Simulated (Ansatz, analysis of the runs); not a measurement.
# Conductance against length: (CH2)2 chain with nitrile ends, between Au (111) faces with adatoms, and longer members, part 3 of 4

How fast does the conductance fall as the molecule grows?

Ansatz 0.2.0; DFT PBE, plane waves, PAW; relaxation of a junction, electrodes held but for their tips (the session's first sound run).

So far, transmission at the energy nearest the Fermi level, one spin: step 3 (transmission between the leads, 57 atoms, molecule alkane …) 0.00101; step 6 (63 atoms, molecule alkane C4, nitrile ends, units 4) 6.5e-5.

**8. Relaxation of the scattering region, 69 atoms, molecule alkane C6, nitrile ends, units 6**

This step: DFT PBE, plane waves, PAW; relaxation of a junction, electrodes held but for their tips (Ansatz 0.2.0).

System of this step: (CH2)6 chain with nitrile ends, between Au (111) faces with adatoms. The cell holds 69 atoms: 47 Au, 2 N, 8 C and 12 H. Cell: a = 8.825 Å, b = 8.825 Å, c = 29.091 Å, α = 90.0°, β = 90.0°, γ = 60.0°. Electrodes: Au (111) 3x3 face with an adatom; the apex atoms were set 15.017 Å apart; the free molecule is N#CCCCCCCC#N. Regions: lower lead, 28 atoms (28 Au); bridge, 22 atoms (2 N, 8 C and 12 H); upper lead, 19 atoms (19 Au). The structure is stacked along c, and the current runs across the ab planes.

The bridge and the electrodes' tips relax, while 45 atoms stay at the lead's spacing, so that the ends still repeat as a lead.

File input.yaml:

```yaml
crystal:
  lattice:
    - [8.8246926292, 0.0, 0.0]
    - [4.4123463146, 7.6424079975, 0.0]
    - [0.0, 0.0, 29.090956899]
  atoms:
    - { symbol: Au, position: [0.833333333, 0.833333333, 0.0] }
    - { symbol: Au, position: [0.833333333, 0.166666667, 0.0] }
    - { symbol: Au, position: [0.833333333, 0.5, 0.0] }
    - { symbol: Au, position: [0.166666667, 0.833333333, 0.0] }
    - { symbol: Au, position: [0.166666667, 0.166666667, 0.0] }
    - { symbol: Au, position: [0.166666667, 0.5, 0.0] }
    - { symbol: Au, position: [0.5, 0.833333333, 0.0] }
    - { symbol: Au, position: [0.5, 0.166666667, 0.0] }
    - { symbol: Au, position: [0.5, 0.5, 0.0] }
    - { symbol: Au, position: [0.944444444, 0.944444444, 0.082560953] }
    - { symbol: Au, position: [0.944444444, 0.277777778, 0.082560953] }
    - { symbol: Au, position: [0.944444444, 0.611111111, 0.082560953] }
    - { symbol: Au, position: [0.277777778, 0.944444444, 0.082560953] }
    - { symbol: Au, position: [0.277777778, 0.277777778, 0.082560953] }
    - { symbol: Au, position: [0.277777778, 0.611111111, 0.082560953] }
    - { symbol: Au, position: [0.611111111, 0.944444444, 0.082560953] }
    - { symbol: Au, position: [0.611111111, 0.277777778, 0.082560953] }
    - { symbol: Au, position: [0.611111111, 0.611111111, 0.082560953] }
    - { symbol: Au, position: [0.055555556, 0.055555556, 0.165121906] }
    - { symbol: Au, position: [0.055555556, 0.388888889, 0.165121906] }
    - { symbol: Au, position: [0.055555556, 0.722222222, 0.165121906] }
    - { symbol: Au, position: [0.388888889, 0.055555556, 0.165121906] }
    - { symbol: Au, position: [0.388888889, 0.388888889, 0.165121906] }
    - { symbol: Au, position: [0.388888889, 0.722222222, 0.165121906] }
    - { symbol: Au, position: [0.722222222, 0.055555556, 0.165121906] }
    - { symbol: Au, position: [0.722222222, 0.388888889, 0.165121906] }
    - { symbol: Au, position: [0.722222222, 0.722222222, 0.165121906] }
    - { symbol: Au, position: [0.5, 0.5, 0.241903592] }
    - { symbol: "N", position: [0.427772936, 0.500000035, 0.314820025] }
    - { symbol: C, position: [0.389938292, 0.500000053, 0.353015781] }
    - { symbol: C, position: [0.342344907, 0.499999986, 0.401400068] }
    - { symbol: C, position: [0.479565273, 0.500000745, 0.433478082] }
    - { symbol: C, position: [0.431249941, 0.500001072, 0.483980836] }
    - { symbol: C, position: [0.568747297, 0.500001071, 0.516019054] }
    - { symbol: C, position: [0.520431673, 0.500002306, 0.566521825] }
    - { symbol: C, position: [0.657653671, 0.500000033, 0.598599794] }
    - { symbol: C, position: [0.610060462, 0.500000106, 0.646984112] }
    - { symbol: "N", position: [0.572226246, 0.50000007, 0.685179905] }
    - { symbol: H, position: [0.214291727, 0.615371721, 0.408136927] }
    - { symbol: H, position: [0.329664883, 0.384627447, 0.408136952] }
    - { symbol: H, position: [0.492624553, 0.615210206, 0.426536386] }
    - { symbol: H, position: [0.607834328, 0.384791557, 0.426536524] }
    - { symbol: H, position: [0.303387729, 0.615488964, 0.49094957] }
    - { symbol: H, position: [0.418875377, 0.384513349, 0.490949651] }
    - { symbol: H, position: [0.696609321, 0.384512795, 0.509050384] }
    - { symbol: H, position: [0.581122439, 0.61548837, 0.509050107] }
    - { symbol: H, position: [0.507369766, 0.384794416, 0.573463534] }
    - { symbol: H, position: [0.392163789, 0.615213053, 0.573463416] }
    - { symbol: H, position: [0.6703361, 0.615371226, 0.591862997] }
    - { symbol: H, position: [0.78570577, 0.38462696, 0.591862812] }
    - { symbol: Au, position: [0.5, 0.5, 0.758096408] }
    - { symbol: Au, position: [0.277777778, 0.277777778, 0.834878094] }
    - { symbol: Au, position: [0.277777778, 0.611111111, 0.834878094] }
    - { symbol: Au, position: [0.277777778, 0.944444444, 0.834878094] }
    - { symbol: Au, position: [0.611111111, 0.277777778, 0.834878094] }
    - { symbol: Au, position: [0.611111111, 0.611111111, 0.834878094] }
    - { symbol: Au, position: [0.611111111, 0.944444444, 0.834878094] }
    - { symbol: Au, position: [0.944444444, 0.277777778, 0.834878094] }
    - { symbol: Au, position: [0.944444444, 0.611111111, 0.834878094] }
    - { symbol: Au, position: [0.944444444, 0.944444444, 0.834878094] }
    - { symbol: Au, position: [0.388888889, 0.388888889, 0.917439047] }
    - { symbol: Au, position: [0.388888889, 0.722222222, 0.917439047] }
    - { symbol: Au, position: [0.388888889, 0.055555556, 0.917439047] }
    - { symbol: Au, position: [0.722222222, 0.388888889, 0.917439047] }
    - { symbol: Au, position: [0.722222222, 0.722222222, 0.917439047] }
    - { symbol: Au, position: [0.722222222, 0.055555556, 0.917439047] }
    - { symbol: Au, position: [0.055555556, 0.388888889, 0.917439047] }
    - { symbol: Au, position: [0.055555556, 0.722222222, 0.917439047] }
    - { symbol: Au, position: [0.055555556, 0.055555556, 0.917439047] }
kpoints:
  mp_grid: { grid: [2, 2, 1] }
scf:
  occupations: { method: fermi_dirac, width: 0.1 }
hamiltonian:
  xc: pbe
relax:
  constraints:
    - { sites: [0, 1, 2, 3, 4, 5, 6, 7, 8, 9, 10, 11, 12, 13, 14, 15, 16, 17, 18, 19, 20, 21, 22, 23, 24, 25, 26, 51, 52, 53, 54, 55, 56, 57, 58, 59, 60, 61, 62, 63, 64, 65, 66, 67, 68] }
  f_tol: 0.05
  max_steps: 35
```

Run with:

```sh
$ ansatz run input.yaml --threads 16 --pin off --max-ram 61440MiB --backend cuda --events-out ev --progress --plain --runs-dir out --max-vram 78GiB
```

Numbers of over 12 decimals in the logs are rounded to 6 here.

The program printed:

```text
[...]
SCF 1 converged in 8 iterations: F = -620977.002906 eV  dr2 = 1.85e-5
[...]
SCF 2 converged in 7 iterations: F = -620977.086122 eV  dr2 = 8.79e-6
[...]
SCF 3 converged in 6 iterations: F = -620977.137135 eV  dr2 = 4.65e-6
[...]
SCF 4 converged in 6 iterations: F = -620977.162900 eV  dr2 = 8.85e-6
[...]
SCF 5 converged in 6 iterations: F = -620977.178755 eV  dr2 = 2.25e-6
[...]
- { symbol: H, position: [0.577935, 0.615191, 0.513581] }
    - { symbol: H, position: [0.484163, 0.384506, 0.572786] }
    - { symbol: H, position: [0.368883, 0.615247, 0.572814] }
    - { symbol: H, position: [0.641703, 0.615343, 0.599476] }
    - { symbol: H, position: [0.757289, 0.384092, 0.599439] }
[...]
- { symbol: Au, position: [0.722222, 0.055555556, 0.917439047] }
    - { symbol: Au, position: [0.055556, 0.388889, 0.917439047] }
    - { symbol: Au, position: [0.055556, 0.722222, 0.917439047] }
    - { symbol: Au, position: [0.055556, 0.055555556, 0.917439047] }
[key lines of the parts left out:]
SCF converged after 7 iterations
```

The job ended after 7.9 s (1 × NVIDIA GB200 with 16 threads of Arm Neoverse V2, shared host; peak memory 1.7 GiB; 25 s of CPU time).

The steps of the relaxation:

```csv
step,energy less that of the first step (eV),largest force component (eV/Å)
1,0.0000,0.4987
2,-0.0832,0.5609
3,-0.1342,0.2619
4,-0.1600,0.4409
5,-0.1758,0.0941
6,-0.1789,0.0382
```

The atoms that moved most (Å):

```csv
atom,dx,dy,dz,length
N29,0.431,0.003,-0.085,0.439
N38,-0.431,-0.003,0.085,0.439
C30,0.360,0.003,-0.107,0.375
C37,-0.360,-0.003,0.107,0.375
H49,-0.253,0.000,0.221,0.336
H40,0.253,0.000,-0.221,0.336
H39,0.253,0.004,-0.220,0.336
H50,-0.253,-0.004,0.220,0.336
```

The largest force component on a free atom ends at 0.038 eV/Å, under the limit of 0.05. The apex atoms end 15.13 Å apart, and their nearest bridge atoms lie at 2.10 Å (Au–N) and 2.10 Å (Au–N).

**9. Transmission, 69 atoms, molecule alkane C6, nitrile ends, units 6**

This step: DFT PBE, plane waves, PAW; transmission of a junction between electrodes (Ansatz 0.2.0).

The transmission is computed for this geometry in the same way.

Edit input.yaml of step 8 so:

```diff
@@ -33,26 +33,26 @@
     - { symbol: Au, position: [0.722222222, 0.722222222, 0.165121906] }
-    - { symbol: Au, position: [0.5, 0.5, 0.241903592] }
-    - { symbol: "N", position: [0.427772936, 0.500000035, 0.314820025] }
-    - { symbol: C, position: [0.389938292, 0.500000053, 0.353015781] }
-    - { symbol: C, position: [0.342344907, 0.499999986, 0.401400068] }
-    - { symbol: C, position: [0.479565273, 0.500000745, 0.433478082] }
-    - { symbol: C, position: [0.431249941, 0.500001072, 0.483980836] }
-    - { symbol: C, position: [0.568747297, 0.500001071, 0.516019054] }
-    - { symbol: C, position: [0.520431673, 0.500002306, 0.566521825] }
-    - { symbol: C, position: [0.657653671, 0.500000033, 0.598599794] }
-    - { symbol: C, position: [0.610060462, 0.500000106, 0.646984112] }
-    - { symbol: "N", position: [0.572226246, 0.50000007, 0.685179905] }
-    - { symbol: H, position: [0.214291727, 0.615371721, 0.408136927] }
-    - { symbol: H, position: [0.329664883, 0.384627447, 0.408136952] }
-    - { symbol: H, position: [0.492624553, 0.615210206, 0.426536386] }
-    - { symbol: H, position: [0.607834328, 0.384791557, 0.426536524] }
-    - { symbol: H, position: [0.303387729, 0.615488964, 0.49094957] }
-    - { symbol: H, position: [0.418875377, 0.384513349, 0.490949651] }
-    - { symbol: H, position: [0.696609321, 0.384512795, 0.509050384] }
-    - { symbol: H, position: [0.581122439, 0.61548837, 0.509050107] }
-    - { symbol: H, position: [0.507369766, 0.384794416, 0.573463534] }
-    - { symbol: H, position: [0.392163789, 0.615213053, 0.573463416] }
-    - { symbol: H, position: [0.6703361, 0.615371226, 0.591862997] }
-    - { symbol: H, position: [0.78570577, 0.38462696, 0.591862812] }
-    - { symbol: Au, position: [0.5, 0.5, 0.758096408] }
+    - { symbol: Au, position: [0.5034639129, 0.4990540928, 0.2400159053] }
+    - { symbol: "N", position: [0.4763696019, 0.5003866708, 0.3118897637] }
+    - { symbol: C, position: [0.430534654, 0.500342005, 0.3493491098] }
+    - { symbol: C, position: [0.3738107292, 0.5002750246, 0.3962298357] }
+    - { symbol: C, position: [0.5010893498, 0.5001512028, 0.4326260184] }
+    - { symbol: C, position: [0.4379800972, 0.500084993, 0.4815873208] }
+    - { symbol: C, position: [0.5620199028, 0.499915007, 0.5184126792] }
+    - { symbol: C, position: [0.4989106502, 0.4998487972, 0.5673739816] }
+    - { symbol: C, position: [0.6261892708, 0.4997249754, 0.6037701643] }
+    - { symbol: C, position: [0.569465346, 0.499657995, 0.6506508902] }
+    - { symbol: "N", position: [0.5236303981, 0.4996133292, 0.6881102363] }
+    - { symbol: H, position: [0.2427106574, 0.6159077468, 0.4005607176] }
+    - { symbol: H, position: [0.3582967181, 0.3846573576, 0.4005238557] }
+    - { symbol: H, position: [0.5158374895, 0.6154935494, 0.4272135592] }
+    - { symbol: H, position: [0.6311170787, 0.3847529072, 0.4271855228] }
+    - { symbol: H, position: [0.3068680563, 0.6154390676, 0.4864532311] }
+    - { symbol: H, position: [0.4220649557, 0.3848090452, 0.4864192028] }
+    - { symbol: H, position: [0.6931319437, 0.3845609324, 0.5135467689] }
+    - { symbol: H, position: [0.5779350443, 0.6151909548, 0.5135807972] }
+    - { symbol: H, position: [0.4841625105, 0.3845064506, 0.5727864408] }
+    - { symbol: H, position: [0.3688829213, 0.6152470928, 0.5728144772] }
+    - { symbol: H, position: [0.6417032819, 0.6153426424, 0.5994761443] }
+    - { symbol: H, position: [0.7572893426, 0.3840922532, 0.5994392824] }
+    - { symbol: Au, position: [0.4965360871, 0.5009459072, 0.7599840947] }
     - { symbol: Au, position: [0.277777778, 0.277777778, 0.834878094] }
@@ -76,3 +76,3 @@
 kpoints:
-  mp_grid: { grid: [2, 2, 1] }
+  mp_grid: { grid: [4, 4, 1] }
 scf:
@@ -81,6 +81,7 @@
   xc: pbe
-relax:
-  constraints:
-    - { sites: [0, 1, 2, 3, 4, 5, 6, 7, 8, 9, 10, 11, 12, 13, 14, 15, 16, 17, 18, 19, 20, 21, 22, 23, 24, 25, 26, 51, 52, 53, 54, 55, 56, 57, 58, 59, 60, 61, 62, 63, 64, 65, 66, 67, 68] }
-  f_tol: 0.05
-  max_steps: 35
+output:
+  transmission: { leads: [[60, 8]], e_range: [-0.7, 0.7], de: 0.035, kmesh: [4, 4] }
+  dos: { projected: true, e_range: [-5, 4] }
+  write_potential: true
+  write_density: true
+  volumetric_format: npy
```

The program printed:

```text
[...]
Crystal: 69 atoms, lattice volume = 1961.949 Å³
Basis set: ecut = 420 eV, 38323 PW (Γ)
Bands: 569, of which v1, the nominal top of the filled ones, is band 474 counted from 1 (473 counted from 0)
Symmetry: 2 space group operations
[...]
k-points: 10 of 16
[...]
transmission: 420 of 420 steps passed
[...]
SCF converged after 11 iterations
[...]
--- Transmission ---
  basis      : 595 plane waves across, 42 finite elements along
  points     : 10, standing for a mesh of 4 x 4
  on the GPU : 10 of these points
[...]
filled         : 47.0 meV under the level at which it is neutral
    channels       : 7.687500e0 a spin
[...]
junction   : crystal 0 to crystal 0, 0.50 to 27.19 Å
    transmission   : 2.366327e-5 a spin
[...]
resistance     : 3.6248e2 Ω µm² beyond half of each lead's own
```

Wall time 3.6 min (1 × NVIDIA GB200 with 16 threads); peak memory 16 GiB.

The conductance is 2.4e-5 G₀. The conductance is 0.35 times that of the last run that gave one. The lead's Hamiltonian steps by 37.8 meV, which the program calls too much for a lead. The largest term of the program's error estimate is 838 %, from band edges of the leads and from resonances.

**10. Landauer integrals, 69 atoms**

This step: Landauer integrals over the computed T(E), interpolated linearly between its energies (analysis of the runs above).

The thermopower is -21.1 μV/K. The Lorenz ratio is 1.03, where the Wiedemann-Franz law gives 1. These values rest on a semilocal level alignment and on the mesh across the current. Moving the level by up to 0.1 eV either way gives -26 to -20 μV/K.

[end of part 3 of 4]

[Logs are printed without paths, hosts, clocks, repeated set-up lines and the standing remarks that a program may print on its own settings, such as how far it seeks lower states.]

[Hosts, paths, dates, database ids (printed as entryN), source tags and the programs' standing remarks are cut or masked in the printed files.]
